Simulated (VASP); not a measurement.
# PtS2 (P-3m1) in VASP: further runs, part 2 of 3

VASP 6.6.1.

**3. Born charges and dielectric tensor, LDA**

INCAR

```
SYSTEM = PtS2
ALGO     = Normal         ! electronic algorithm
EDIFF    = 1E-8           ! SCF threshold, eV
ENCUT    = 520            ! plane-wave cutoff, eV
GGA      = CA             ! functional
IBRION   = 8              ! ionic algorithm
ISIF     = 2              ! what is computed and relaxed
ISMEAR   = -1             ! smearing method
LASPH    = .TRUE.         ! aspherical terms in the spheres
LCHARG   = .FALSE.        ! write CHGCAR
LEPSILON = .TRUE.         ! dielectric tensor by DFPT
LREAL    = .FALSE.        ! projectors in reciprocal space
LWAVE    = .FALSE.        ! write WAVECAR
NELM     = 80             ! most SCF steps
PREC     = Accurate       ! precision mode
SIGMA    = 0.05           ! smearing width, eV
```

KPOINTS

```
k-points
0
G
  9 9 5
  0 0 0
```

POSCAR

```
PtS2
1.0
    3.5432000000      0.0000000000      0.0000000000
   -1.7716000000      3.0685012107      0.0000000000
    0.0000000000      0.0000000000      5.0388000000
Pt S
1 2
Direct
    0.0000000000      0.0000000000      0.0000000000
    0.6666666667      0.3333333333      0.7730000000
    0.3333333333      0.6666666667      0.2270000000
```

Potentials or basis: VASP PAW LDA potentials, release 64 (Pt, S).

On the command line:

```sh
cat potpaw_LDA.64/Pt/POTCAR potpaw_LDA.64/S/POTCAR > POTCAR
mpirun -np 1 vasp_std > vasp.out
```

OUTCAR:

```text
SYSTEM = PtS2
   EDIFF = 1E-8
   ENCUT = 520
   GGA = CA
   IBRION = 8
   ISIF = 2
   ISMEAR = -1
   LASPH = .TRUE.
   LEPSILON = .TRUE.
   LREAL = .FALSE.
   NELM = 80
   PREC = Accurate

 ion  position               nearest neighbor table
   1  0.000  0.000  0.000-   2 2.34   3 2.34   2 2.34   3 2.34   2 2.34   3 2.34
   2  0.667  0.333  0.773-   1 2.34   1 2.34   1 2.34
   3  0.333  0.667  0.227-   1 2.34   1 2.34   1 2.34

  LATTYP: Found a hexagonal cell.
 ALAT       =     3.5432000000
 C/A-ratio  =     1.4221043125

  Lattice vectors:

 A1 = (   3.5432000000,   0.0000000000,   0.0000000000)
[... 763 lines left out ...]
  1Y     0.000000  -19.409617    0.000000    0.000000    9.704809    0.000000    0.000000    9.704809    0.000000
  1Z     0.000000   -0.000000  -20.594455   -0.000000    0.000000   10.297228    0.000000    0.000000   10.297228
  2X     9.701659    0.000000    0.000000  -11.161096    0.000000    0.000000    1.459436    0.000000    0.000000
  2Y     0.000000    9.701659    0.000000    0.000000  -11.161096    0.000000    0.000000    1.459436    0.000000
  2Z     0.000000    0.000000   10.296288    0.000000    0.000000  -12.140677    0.000000   -0.000000    1.844389
  3X     9.701659    0.000000    0.000000    1.459436    0.000000    0.000000  -11.161096    0.000000    0.000000
  3Y     0.000000    9.701659    0.000000    0.000000    1.459436    0.000000    0.000000  -11.161096    0.000000
  3Z     0.000000    0.000000   10.296288    0.000000   -0.000000    1.844389    0.000000    0.000000  -12.140677

 Eigenvectors and eigenvalues of the dynamical matrix
 ----------------------------------------------------

   1 f  =   10.324300 THz    64.869488 2PiTHz  344.381568 cm-1    42.697853 meV
             X         Y         Z           dx          dy          dz
      0.000000  0.000000  0.000000     0.000000   -0.000000   -0.000000
      1.771600  1.022834  3.894992     0.000000   -0.000000   -0.707107
     -0.000000  2.045667  1.143808    -0.000000    0.000000    0.707107
[... 43 lines left out ...]
   9 f/i=    0.000694 THz     0.004362 2PiTHz    0.023157 cm-1     0.002871 meV
             X         Y         Z           dx          dy          dz
      0.000000  0.000000  0.000000     0.639811   -0.585807    0.000000
      1.771600  1.022834  3.894992     0.259441   -0.237542    0.000000
     -0.000000  2.045667  1.143808     0.259441   -0.237542    0.000000

--------------------------------------------------------------------------------------------------------

 MACROSCOPIC STATIC DIELECTRIC TENSOR IONIC CONTRIBUTION
 ------------------------------------------------------
           1.408682     0.000000     0.000000
           0.000000     1.408682     0.000000
           0.000000     0.000000     0.072311
 ------------------------------------------------------

 ELASTIC MODULI CONTR FROM IONIC RELAXATION (kBar)
 Direction    XX          YY          ZZ          XY          YZ          ZX
 --------------------------------------------------------------------------------
 XX       -1203.3624   -655.1555   -937.9061     -0.0000    496.7419      0.0000
 YY        -655.1555  -1203.3624   -937.9061     -0.0000   -496.7419      0.0000
 ZZ        -937.9061   -937.9061   -946.6337     -0.0000      0.0000      0.0000
 XY          -0.0000     -0.0000     -0.0000   -274.1035      0.0000    460.8597
 YZ         496.7419   -496.7419      0.0000      0.0000   -900.2168     -0.0000
 ZX           0.0000      0.0000      0.0000    460.8597     -0.0000   -774.8595
 --------------------------------------------------------------------------------

 PIEZOELECTRIC TENSOR IONIC CONTR  for field in x, y, z        (C/m^2)
          XX          YY          ZZ          XY          YZ          ZX
  --------------------------------------------------------------------------------
  x    -0.00000     0.00000    -0.00000    -0.00000     0.00000     0.00000
  y    -0.00000     0.00000    -0.00000     0.00000     0.00000    -0.00000
  z     0.00000     0.00000    -0.00000    -0.00000     0.00000     0.00000
```

OSZICAR:

```text
N       E                     dE             d eps       ncg     rms          rms(c)
DAV:   1     0.111791581330E+03    0.11179E+03   -0.10582E+04  1532   0.131E+03
DAV:   2    -0.144140343893E+02   -0.12621E+03   -0.12323E+03  1892   0.247E+02
DAV:   3    -0.194830081115E+02   -0.50690E+01   -0.50401E+01  1920   0.533E+01
DAV:   4    -0.195373250336E+02   -0.54317E-01   -0.54307E-01  1948   0.609E+00
[... 13 lines left out ...]
RMM:   9    -0.116918109229E+00    0.41358E-06    0.11006E-07  2562   0.241E-04    0.929E-05
RMM:  10    -0.116918359103E+00   -0.24987E-06   -0.70668E-08  2598   0.938E-05    0.244E-05
RMM:  11    -0.116918421289E+00   -0.62187E-07    0.39935E-08  2579   0.673E-05    0.487E-06
RMM:  12    -0.116918412778E+00    0.85119E-08    0.10534E-08  2613   0.513E-05    0.275E-06
 Linear response finished
```

It took 7.2 min on 1 thread of Intel Xeon 6975P-C (Granite Rapids), shared host; peak memory 0.48 GiB.

Results:

```
Band gap on the k mesh                                  : 0.91 eV, indirect (least direct gap 0.96 eV)
Electronic dielectric tensor (diagonal)                 : 19.38, 19.38, 10.92
Born charges (mean of the diagonal)                     : Pt +1.69; S -0.85 e
Highest phonon frequency at Γ, LO-TO splitting left out : 344 cm⁻¹
```

Levels at points of the mesh, in eV from the valence-band top:
| k point | band 8 | band 9 | band 10 | band 11 | band 12 | band 13 | band 14 | band 15 |
| --- | --- | --- | --- | --- | --- | --- | --- | --- |
| (0.00, 0.00, 0.00) | -1.82 | -1.15 | -1.15 | -0.15 | 2.41 | 2.41 | 4.62 | 5.51 |

Phonon frequencies in cm⁻¹ (negative: imaginary):
| q point | frequencies |
| --- | --- |
| (0.000, 0.000, 0.000) | 0 0 0 327 327 331 331 341 344 |

Electronic dielectric tensor:
```
19.38  0.00  0.00
 0.00 19.38  0.00
 0.00  0.00 10.92
```

Born effective charge tensors (e):
atom 1, Pt
```
 2.88  0.00  0.00
 0.00  2.88  0.00
 0.00  0.00 -0.67
```
atom 2, S
```
-1.44  0.00  0.00
 0.00 -1.44  0.00
 0.00  0.00  0.34
```
atom 3, S
```
-1.44  0.00  0.00
 0.00 -1.44  0.00
 0.00  0.00  0.34
```

Caveat: spin-orbit coupling is left out, which moves the levels of the heavy elements; an odd mesh through Γ misses points on the zone boundary, where band edges often lie. LDA gaps usually lie below the measured ones, often by a third to a half.

**4. Phonons, PBE**

POSCAR is that of step 3.

INCAR.step1

```
SYSTEM = PtS2
PREC = Accurate
ENCUT = 600
EDIFF = 1E-8
ISMEAR = -1
SIGMA = 0.05
LREAL = .FALSE.
LASPH = .TRUE.
NELM = 60
ALGO = Fast
ISIF = 3
LWAVE = .FALSE.
LCHARG = .FALSE.
GGA = PE
IBRION = 2
NSW = 40
EDIFFG = -0.002
```

INCAR.step2

```
SYSTEM = PtS2
PREC = Accurate
ENCUT = 600
EDIFF = 1E-8
ISMEAR = -1
SIGMA = 0.05
LREAL = .FALSE.
LASPH = .TRUE.
NELM = 60
ALGO = Fast
ISIF = 2
LWAVE = .FALSE.
LCHARG = .FALSE.
GGA = PE
IBRION = 6
NFREE = 2
POTIM = 0.015
NSW = 1
```

KPOINTS

```
regular mesh
0
G
  7 7 4
  0 0 0
```

Potentials or basis: VASP PAW PBE potentials, release 64 (Pt, S).

On the command line:

```sh
cat potpaw_PBE.64/Pt/POTCAR potpaw_PBE.64/S/POTCAR > POTCAR
cp INCAR.step1 INCAR
mpirun -np 1 vasp_std > vasp.out
cp CONTCAR POSCAR
cp INCAR.step2 INCAR
mpirun -np 1 vasp_std > vasp.out
```

OUTCAR:

```text
SYSTEM = PtS2
   PREC = Accurate
   ENCUT = 600
   EDIFF = 1E-8
   ISMEAR = -1
   LREAL = .FALSE.
   LASPH = .TRUE.
   NELM = 60
   ISIF = 2
   GGA = PE
   IBRION = 6
   NFREE = 2
   POTIM = 0.015
   NSW = 1

 ion  position               nearest neighbor table
   1  0.000  0.000  0.000-   2 2.40   3 2.40   2 2.40   3 2.40   2 2.40   3 2.40
   2  0.667  0.333  0.807-   1 2.40   1 2.40   1 2.40
   3  0.333  0.667  0.193-   1 2.40   1 2.40   1 2.40

  LATTYP: Found a hexagonal cell.
 ALAT       =     3.5727342215
 C/A-ratio  =     1.7793990097

  Lattice vectors:

 A1 = (   3.5727342215,   0.0000000000,   0.0000000000)
 A2 = (  -1.7863671108,   3.0940785968,   0.0000000000)
 A3 = (   0.0000000000,  -0.0000000000,   6.3573197357)

Analysis of symmetry for initial positions (statically):
=====================================================================
 Subroutine PRICEL returns:
 Original cell was already a primitive cell.

 Routine SETGRP: Setting up the symmetry group for a
 hexagonal supercell.

 Subroutine GETGRP returns: Found 12 space group operations
 (whereof 12 operations were pure point group operations)
 out of a pool of 24 trial point group operations.

The static configuration has the point symmetry D_3d.

Analysis of symmetry for dynamics (positions and initial velocities):
=====================================================================
 Subroutine PRICEL returns:
 Original cell was already a primitive cell.

 Routine SETGRP: Setting up the symmetry group for a
 hexagonal supercell.

 Subroutine GETGRP returns: Found 12 space group operations
 (whereof 12 operations were pure point group operations)
 out of a pool of 24 trial point group operations.

The dynamic configuration has the point symmetry D_3d.

 Subroutine INISYM returns: Found 12 space group operations
 (whereof 12 operations are pure point group operations),
 and found     1 'primitive' translations

----------------------------------------------------------------------------------------

                                     Primitive cell

  volume of cell :      70.2758

  direct lattice vectors                    reciprocal lattice vectors
     3.572734222  0.000000000  0.000000000     0.279897674  0.161598998  0.000000000
    -1.786367111  3.094078597  0.000000000    -0.000000000  0.323197995  0.000000000
     0.000000000 -0.000000000  6.357319736     0.000000000  0.000000000  0.157298994

  length of vectors
     3.572734222  3.572734222  6.357319736     0.323197995  0.323197995  0.157298994

  position of ions in fractional coordinates (direct lattice)
     0.000000000  0.000000000  0.000000000
     0.666666667  0.333333333  0.807064864
     0.333333333  0.666666667  0.192935136

  ion indices of the primitive-cell ions
   primitive index   ion index
                 1           1
[... 120 lines left out ...]
  ext. energy  EPLUGINS =         0.00000000
  ---------------------------------------------------
  free energy    TOTEN  =       -15.46736027 eV

  energy without entropy =      -15.46736023  energy(sigma->0) =      -15.46736025

------------------------ aborting loop because EDIFF is reached ----------------------------------------

  FORCE on cell =-STRESS in cart. coord.  units (eV):
  Direction    XX          YY          ZZ          XY          YZ          ZX
  --------------------------------------------------------------------------------------
  -------------------------------------------------------------------------------------
  Total        0.0038486      0.0038486      0.0175632      0.0000000      0.0000000      0.0000000
  in kB        0.0877415      0.0877415      0.4004135      0.0000000      0.0000000      0.0000000
  external PRESSURE =       0.1919655 kB  Pullay stress =       0.0000000 kB
[... 283 lines left out ...]
--------------------------------------- Ionic step        9  -------------------------------------------

 number of electron      22.0000003 magnetization

 Free energy of the ion-electron system (eV)
  ---------------------------------------------------
  ext. energy  EPLUGINS =         0.00000000
  ---------------------------------------------------
  free energy    TOTEN  =       -15.46613464 eV

  energy without entropy =      -15.46613459  energy(sigma->0) =      -15.46613462

 E-fermi :   4.1167     XC(G=0):  -9.0393

 val. band max:        3.3283161286   @ k =   0.1429   0.1429   0.0000
 cond. band min:       4.8562553042   @ k =  -0.0000   0.2857   0.2500
 fundamental gap:      1.5279391756
 Fermi energy:         4.1166692845

 k-point     1 :       0.0000    0.0000    0.0000
  band No.  band energies     occupation
      1     -10.7775      2.00000
      2      -8.5474      2.00000
      3      -2.3017      2.00000
      4      -2.3017      2.00000
      5      -2.1023      2.00000
      6       0.3566      2.00000
      7       0.3566      2.00000
      8       2.2315      2.00000
      9       2.9154      2.00000
     10       2.9154      2.00000
     11       2.9449      2.00000
     12       6.3311      0.00000
     13       6.3311      0.00000
     14       8.6541      0.00000
[... 401 lines left out ...]
      2      -8.8343      2.00000
      3      -2.9336      2.00000
      4      -1.7388      2.00000
      5      -1.1202      2.00000
      6      -0.4583      2.00000
      7       0.6365      2.00000
      8       1.2016      2.00000
      9       1.3120      2.00000
     10       1.6647      2.00000
     11       2.2659      2.00000
     12       5.8424      0.00000
     13       6.0564      0.00000
     14       8.6450      0.00000
     15       9.9429      0.00000

 [... further k-points ...]

------------------------ aborting loop because EDIFF is reached ----------------------------------------

  FORCE on cell =-STRESS in cart. coord.  units (eV):
  Direction    XX          YY          ZZ          XY          YZ          ZX
  --------------------------------------------------------------------------------------
  -------------------------------------------------------------------------------------
  Total       -0.1776357     -0.1776357     -0.2121902      0.0000000     -0.0000000      0.0000000
  in kB       -4.0498110     -4.0498110     -4.8375987      0.0000000     -0.0000000      0.0000000
  external PRESSURE =      -4.3124069 kB  Pullay stress =       0.0000000 kB
[... 18 lines left out ...]
  FREE ENERGIE OF THE ION-ELECTRON SYSTEM (eV)
  ---------------------------------------------------
  free  energy   TOTEN  =       -15.4661346377 eV

  energy  without entropy=      -15.4661345923  energy(sigma->0) =      -15.46613462

 INTERNAL STRAIN TENSORS FROM DISPLACED ATOMS
 ============================================

 INTERNAL STRAIN TENSOR FOR ION    1 for displacements in x,y,z  (eV/Angst):
          X           Y           Z          XY          YZ          ZX
  --------------------------------------------------------------------------------
  x     0.00000     0.00000     0.00000     0.00000     0.00000     0.00000
  y     0.00000     0.00000     0.00000     0.00000     0.00000     0.00000
  z     0.00000     0.00000     0.00000     0.00000     0.00000     0.00000

 INTERNAL STRAIN TENSOR FOR ION    3 for displacements in x,y,z  (eV/Angst):
          X           Y           Z          XY          YZ          ZX
  --------------------------------------------------------------------------------
  x     0.00000     0.00000     0.00000     6.07357    -0.00000   -11.90784
  y     6.07357    -6.07357     0.00000     0.00000   -11.90781    -0.00000
  z   -12.25803   -12.25803   -15.11836    -0.00000     0.00000     0.00000

 Eigenvectors and eigenvalues of the dynamical matrix
 ----------------------------------------------------

   1 f  =    9.738070 THz    61.186097 2PiTHz  324.827043 cm-1    40.273402 meV
             X         Y         Z           dx          dy          dz
      0.000000  0.000000  0.000000    -0.000000   -0.000000    0.000000
      1.786367  1.031360  5.130769    -0.000000   -0.000000   -0.707107
     -0.000000  2.062719  1.226550     0.000000    0.000000    0.707107
[... 43 lines left out ...]
   9 f/i=    0.000793 THz     0.004980 2PiTHz    0.026435 cm-1     0.003278 meV
             X         Y         Z           dx          dy          dz
      0.000000  0.000000  0.000000     0.000000   -0.000000   -0.867477
      1.786367  1.031360  5.130769     0.000000   -0.000000   -0.351769
     -0.000000  2.062719  1.226550     0.000000   -0.000000   -0.351769

 ELASTIC MODULI CONTR FROM IONIC RELAXATION (kBar)
 Direction    XX          YY          ZZ          XY          YZ          ZX
 --------------------------------------------------------------------------------
 XX        -723.1115   -378.2167   -679.1581     -0.0000    338.0993      0.0000
 YY        -378.2167   -723.1115   -679.1581      0.0000   -338.0993     -0.0000
 ZZ        -679.1581   -679.1581   -837.6353     -0.0000     -0.0000      0.0000
 XY          -0.0000      0.0000     -0.0000   -172.4474      0.0000    338.1001
 YZ         338.0993   -338.0993     -0.0000      0.0000   -662.8755     -0.0000
 ZX           0.0000     -0.0000      0.0000    338.1001     -0.0000   -662.8785
 --------------------------------------------------------------------------------
```

It took 8.4 min on 1 thread of Intel Xeon 6975P-C (Granite Rapids), shared host; peak memory 0.42 GiB.

What came out:

```yaml
Relaxed_volume: 23.43 Å³/atom
Relaxed_cell: a = 3.573 Å, b = 3.573 Å, c = 6.357 Å, α = 90.00°, β = 90.00°, γ = 120.00°
Space_group_after_relaxing_to_0.05_Å: P-3m1 (No. 164)
Highest_phonon_frequency_at_Γ_LO-TO_splitting_left_out: 325 cm⁻¹
```

Step by step:
```csv
step,energy change (eV),largest force (eV/Å),pressure (GPa),volume (Å³)
1,0.0000,1.2119,11.14,54.78
2,0.2401,1.3978,-12.59,65.48
3,-0.1410,0.0177,-0.43,58.47
4,-0.1412,0.0550,-0.08,58.33
5,-0.1412,0.0748,0.10,58.26
6,-0.1488,0.0054,0.19,58.35
7,-0.1538,0.1506,0.34,58.49
8,-0.1571,0.1683,0.08,58.94
9,-0.1647,0.2168,-0.62,60.30
10,-0.1726,0.2976,-1.72,63.02
11,-0.1736,0.2874,-1.64,63.09
12,-0.1762,0.2556,-1.40,63.27
13,-0.1807,0.1898,-0.91,63.64
14,-0.1862,0.0495,0.13,64.37
15,-0.1806,0.2693,2.41,65.80
16,-0.1869,0.0479,0.80,64.77
17,-0.1878,0.0481,0.75,65.19
18,-0.1897,0.0527,0.63,66.45
19,-0.1914,0.0796,0.54,68.99
20,-0.1915,0.0950,0.53,70.14
21,-0.1919,0.0288,-0.34,70.44
22,-0.1921,0.0158,-0.03,70.33
23,-0.1921,0.0142,-0.04,70.33
24,-0.1922,0.0094,-0.03,70.32
25,-0.1922,0.0004,-0.01,70.28
```

Final structure:
```
Pt S
1.0
     3.57273    0.00000    0.00000
    -1.78637    3.09408    0.00000
     0.00000    0.00000    6.35732
Pt S
1 2
Direct
  0.00000 0.00000 0.00000
  0.66667 0.33333 0.80706
  0.33333 0.66667 0.19294
```

Phonon frequencies in cm⁻¹ (negative: imaginary):
```tsv
q point	frequencies
(0.000, 0.000, 0.000)	0 0 0 288 288 307 307 319 325
```

Caveat: the volume moved by over 15 % at a fixed basis, so the end points are rough; this functional lacks dispersion, which binds the layers, so the pressure and a relaxed spacing across them are unreliable, and here the layers came unbound. The run has no spin-orbit coupling, so splittings on Pt are missing.

(Part 2 of 3 ends here.)
